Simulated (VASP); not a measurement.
# BAs (Pm-3m) in VASP: settings compared

Aim: see how the results for BAs move with the level of theory and the settings. Levels: PBE, RPBE, revTPSS, r2SCAN, TPSS. Tasks: relaxation of cell and atoms, relaxation of the atoms.

Everything below comes from runs of VASP 6.6.1. Logs are shortened: lines on timing, memory, paths and dates and some standing lists are left out, and cuts for length are marked.

## 1. The structure

Symmetry: Pm-3m, No. 221, cubic system. The conventional cell has a = 2.957 Å, b = 2.957 Å, c = 2.957 Å, α = 90.00°, β = 90.00°, γ = 90.00°. B (site symmetry m-3m) has 8 As at 2.56 Å as nearest neighbours. Around As (site symmetry m-3m) lie 8 B at 2.56 Å.

The cell was built by a generator and needn't be a form met in nature.

## 2. Relaxation of cell and atoms, PBE

INCAR reads:

```
  ALGO = Fast
  EDIFF = 1E-7
  EDIFFG = -0.02
  ENCUT = 600
  GGA = PE
  IBRION = 2
  ISIF = 3
  ISMEAR = 0
  LASPH = True
  LCHARG = False
  LREAL = False
  LWAVE = False
  NELM = 100
  NSW = 40
  PREC = Accurate
  SIGMA = 0.05
```

KPOINTS reads:

```
k-points
0
Gamma
  9 9 9
```

POSCAR reads:

```
BAs
1.0
    2.9570103300      0.0000000000      0.0000000000
    0.0000000000      2.9570103300      0.0000000000
    0.0000000000      0.0000000000      2.9570103300
B As
1 1
Direct
    0.5000000000      0.5000000000      0.5000000000
    0.0000000000      0.0000000000      0.0000000000
```

Potentials or basis: VASP PAW PBE potentials, release 64 (B, As).

Started as:

```sh
> cat potpaw_PBE.64/B/POTCAR potpaw_PBE.64/As/POTCAR > POTCAR
> mpirun -np 1 vasp_std > vasp.out
```

OUTCAR:

```text
EDIFF = 1E-7
   EDIFFG = -0.02
   ENCUT = 600
   GGA = PE
   IBRION = 2
   ISIF = 3
   ISMEAR = 0
   LASPH = True
   LREAL = False
   NELM = 100
   NSW = 40
   PREC = Accurate

 ion  position               nearest neighbor table
   1  0.500  0.500  0.500-
   2  0.000  0.000  0.000-

  LATTYP: Found a simple cubic cell.
 ALAT       =     2.9570103300

  Lattice vectors:

 A1 = (   2.9570103300,   0.0000000000,   0.0000000000)
 A2 = (   0.0000000000,   2.9570103300,   0.0000000000)
 A3 = (   0.0000000000,   0.0000000000,   2.9570103300)

Analysis of symmetry for initial positions (statically):
=====================================================================
 Subroutine PRICEL returns:
 Original cell was already a primitive cell.

 Routine SETGRP: Setting up the symmetry group for a
 simple cubic supercell.

 Subroutine GETGRP returns: Found 48 space group operations
 (whereof 48 operations were pure point group operations)
 out of a pool of 48 trial point group operations.

The static configuration has the point symmetry O_h .

Analysis of symmetry for dynamics (positions and initial velocities):
=====================================================================
 Subroutine PRICEL returns:
 Original cell was already a primitive cell.

 Routine SETGRP: Setting up the symmetry group for a
 simple cubic supercell.

 Subroutine GETGRP returns: Found 48 space group operations
 (whereof 48 operations were pure point group operations)
 out of a pool of 48 trial point group operations.

The dynamic configuration has the point symmetry O_h .

 Subroutine INISYM returns: Found 48 space group operations
 (whereof 48 operations are pure point group operations),
 and found     1 'primitive' translations

----------------------------------------------------------------------------------------

                                     Primitive cell

  volume of cell :      25.8558

  direct lattice vectors                    reciprocal lattice vectors
     2.957010330  0.000000000  0.000000000     0.338179407  0.000000000  0.000000000
     0.000000000  2.957010330  0.000000000     0.000000000  0.338179407  0.000000000
     0.000000000  0.000000000  2.957010330     0.000000000  0.000000000  0.338179407

  length of vectors
     2.957010330  2.957010330  2.957010330     0.338179407  0.338179407  0.338179407

  position of ions in fractional coordinates (direct lattice)
     0.500000000  0.500000000  0.500000000
     0.000000000  0.000000000  0.000000000

  ion indices of the primitive-cell ions
   primitive index   ion index
                 1           1
                 2           2

----------------------------------------------------------------------------------------

 KPOINTS: k-points

Automatic generation of k-mesh.
 Grid dimensions read from file:
 generate k-points for:    9    9    9

 Generating k-lattice:

  Cartesian coordinates                     Fractional coordinates (reciprocal lattice)
     0.037575490  0.000000000  0.000000000     0.111111111  0.000000000  0.000000000
     0.000000000  0.037575490  0.000000000     0.000000000  0.111111111  0.000000000
     0.000000000  0.000000000  0.037575490     0.000000000  0.000000000  0.111111111

  Length of vectors
     0.037575490  0.037575490  0.037575490

  Shift w.r.t. Gamma in fractional coordinates (k-lattice)
     0.000000000  0.000000000  0.000000000

 Subroutine IBZKPT returns following result:
 ===========================================

 Found     35 irreducible k-points:
[... 52 lines left out ...]
   ISIF   =      3    stress and relaxation
   ISYM   =      2    0-nonsym 1-usesym 2-fastsym
   POTIM  = 0.5000    time-step for ionic-motion
   TEBEG  =    0.0;   TEEND  =   0.0 temperature during run
   PSTRESS=    0.0 pullay stress
   NELECT =       8.0000    total number of electrons
   NUPDOWN=      -1.0000    fix difference up-down
   EMIN   =  10.00;   EMAX   =-10.00  energy-range for DOS
   EFERMI =   0.00;   METHOD = LEGACY
   ISMEAR =     0;   SIGMA  =   0.05  broadening in eV -4-tet -1-fermi 0-gaus
   EFERMI_NEDOS =   21; number of points for ismear=-14 and -15
   IALGO  =     68    algorithm
   IMIX   =      4    mixing-type and parameters
     AMIX     =   0.40;   BMIX     =  1.00
     AMIX_MAG =   1.60;   BMIX_MAG =  1.00
  volume/ion in A,a.u.               =      12.93        87.24
  Fermi-wavevector in a.u.,A,eV,Ry     =   1.107266  2.092429 16.681261  1.226038
  Thomas-Fermi vector in A             =   2.243778
   LORBIT       =      0    0 simple, 1 ext, 2 COOP (PROOUT), +10 PAW based schemes
   GGA     = PE    functional components
   LHFCALC =     F    Hartree Fock is set to
   AEXX    =    0.0000 exact exchange contribution
   IVDW    =     0    specifies the selected vdW correction
   LEPSILON=     F    determine dielectric tensor
   LRPA    =     F    only Hartree local field effects (RPA)
 conjugate gradient relaxation of ions
 non-spin polarized calculation
 RMM-DIIS sequential band-by-band and
 Gauss-broadening in eV      SIGMA  =   0.05
  energy-cutoff  :      600.00
  volume of cell :       25.86
 maximum number of plane-waves:       883
 NGX is ok and might be reduce to    24
   NGX = 11   NGY = 11   NGZ = 11

--------------------------------------- Ionic step        1  -------------------------------------------

 number of electron       7.9999998 magnetization

 Free energy of the ion-electron system (eV)
  ---------------------------------------------------
  ext. energy  EPLUGINS =         0.00000000
  ---------------------------------------------------
  free energy    TOTEN  =        -8.34069541 eV

  energy without entropy =       -8.33762408  energy(sigma->0) =       -8.33915974

------------------------ aborting loop because EDIFF is reached ----------------------------------------

  FORCE on cell =-STRESS in cart. coord.  units (eV):
  Direction    XX          YY          ZZ          XY          YZ          ZX
  --------------------------------------------------------------------------------------
  -------------------------------------------------------------------------------------
  Total       -0.3047491     -0.3047491     -0.3047491     -0.0000000     -0.0000000      0.0000000
  in kB      -18.8840199    -18.8840199    -18.8840199     -0.0000000     -0.0000000      0.0000000
  external PRESSURE =     -18.8840199 kB  Pullay stress =       0.0000000 kB

 VOLUME and BASIS-vectors are now :
 -----------------------------------------------------------------------------
  energy-cutoff  :      600.00
  volume of cell :       25.86
      direct lattice vectors                 reciprocal lattice vectors
     2.957010330  0.000000000  0.000000000     0.338179407  0.000000000  0.000000000
     0.000000000  2.957010330  0.000000000     0.000000000  0.338179407  0.000000000
     0.000000000  0.000000000  2.957010330     0.000000000  0.000000000  0.338179407

 POSITION                                       TOTAL-FORCE (eV/Angst)
 -----------------------------------------------------------------------------------
      1.47851      1.47851      1.47851         0.000000      0.000000      0.000000
      0.00000      0.00000      0.00000         0.000000      0.000000      0.000000
 -----------------------------------------------------------------------------------
    total drift:                                0.000000      0.000000     -0.000000

  FREE ENERGIE OF THE ION-ELECTRON SYSTEM (eV)
  ---------------------------------------------------
  free  energy   TOTEN  =        -8.3406954090 eV

  energy  without entropy=       -8.3376240772  energy(sigma->0) =       -8.33915974

--------------------------------------- Ionic step        2  -------------------------------------------

 number of electron       8.0000000 magnetization

 Free energy of the ion-electron system (eV)
  ---------------------------------------------------
  ext. energy  EPLUGINS =         0.00000000
  ---------------------------------------------------
  free energy    TOTEN  =        -8.34382172 eV

  energy without entropy =       -8.34183813  energy(sigma->0) =       -8.34282993

 E-fermi :   7.0237     XC(G=0): -11.4334

 val. band max:        6.9932390357   @ k =   0.4444   0.4444   0.3333
 cond. band min:       7.0738543904   @ k =   0.4444   0.1111   0.1111
 fundamental gap:      0.0806153546
 Fermi energy:         7.0236556425

 k-point     1 :       0.0000    0.0000    0.0000
  band No.  band energies     occupation
      1      -8.5829      2.00000
      2       6.3184      2.00000
      3       6.3184      2.00000
      4       6.3184      2.00000
      5       6.9118      1.99844
      6      12.8107      0.00000
      7      12.8107      0.00000
      8      16.4700      0.00000
[... 243 lines left out ...]
 k-point    24 :       0.4444    0.3333    0.1111
  band No.  band energies     occupation
      1      -3.9774      2.00000
      2      -0.6546      2.00000
      3       2.3737      2.00000
      4       4.5976      2.00000
      5       9.0847      0.00000
      6      10.4669      0.00000
      7      13.4821      0.00000
      8      13.9372      0.00000

 [... further k-points ...]

------------------------ aborting loop because EDIFF is reached ----------------------------------------

  FORCE on cell =-STRESS in cart. coord.  units (eV):
  Direction    XX          YY          ZZ          XY          YZ          ZX
  --------------------------------------------------------------------------------------
  -------------------------------------------------------------------------------------
  Total        0.0324121      0.0324121      0.0324121      0.0000000      0.0000000     -0.0000000
  in kB        2.0533927      2.0533927      2.0533927      0.0000000      0.0000000     -0.0000000
  external PRESSURE =       2.0533927 kB  Pullay stress =       0.0000000 kB

 VOLUME and BASIS-vectors are now :
 -----------------------------------------------------------------------------
  energy-cutoff  :      600.00
  volume of cell :       25.29
      direct lattice vectors                 reciprocal lattice vectors
     2.935273489 -0.000000000  0.000000000     0.340683757  0.000000000 -0.000000000
    -0.000000000  2.935273489  0.000000000     0.000000000  0.340683757  0.000000000
     0.000000000 -0.000000000  2.935273489    -0.000000000 -0.000000000  0.340683757

 POSITION                                       TOTAL-FORCE (eV/Angst)
 -----------------------------------------------------------------------------------
      1.46764      1.46764      1.46764        -0.000000     -0.000000      0.000000
      0.00000      0.00000      0.00000         0.000000      0.000000      0.000000
 -----------------------------------------------------------------------------------
    total drift:                                0.000000      0.000000     -0.000000

  FREE ENERGIE OF THE ION-ELECTRON SYSTEM (eV)
  ---------------------------------------------------
  free  energy   TOTEN  =        -8.3438217235 eV

  energy  without entropy=       -8.3418381271  energy(sigma->0) =       -8.34282993

 reached required accuracy - stopping structural energy minimisation
```

Wall time 5.3 s (1 thread of Intel Xeon 6975P-C (Granite Rapids), shared host); peak memory 0.13 GiB.

What came out:

* Free energy: -8.3438 eV
* Relaxed volume: 12.64 Å³/atom
* Relaxed cell: a = 2.935 Å, b = 2.935 Å, c = 2.935 Å, α = 90.00°, β = 90.00°, γ = 90.00°
* Space group after relaxing (to 0.05 Å): Pm-3m (No. 221)
* Energy gained by relaxing: 1.6 meV/atom
* Ionic steps: 2
* Pressure after relaxing: 0.2 GPa
* Band gap on the k mesh: none (metal or under the smearing width)

The path:
```csv
step,energy change (eV),largest force (eV/Å),pressure (GPa),volume (Å³)
1,0.0000,0.0000,-1.89,25.86
2,-0.0031,0.0000,0.21,25.29
```

Final structure:
```yaml
crystal:
  lattice:
    - [2.93527, 0.00000, 0.00000]
    - [0.00000, 2.93527, 0.00000]
    - [0.00000, 0.00000, 2.93527]
  atoms:
    - { symbol: B, position: [0.50000, 0.50000, 0.50000] }
    - { symbol: As, position: [0.00000, 0.00000, 0.00000] }
```

(Continued in part 2 of 3.)
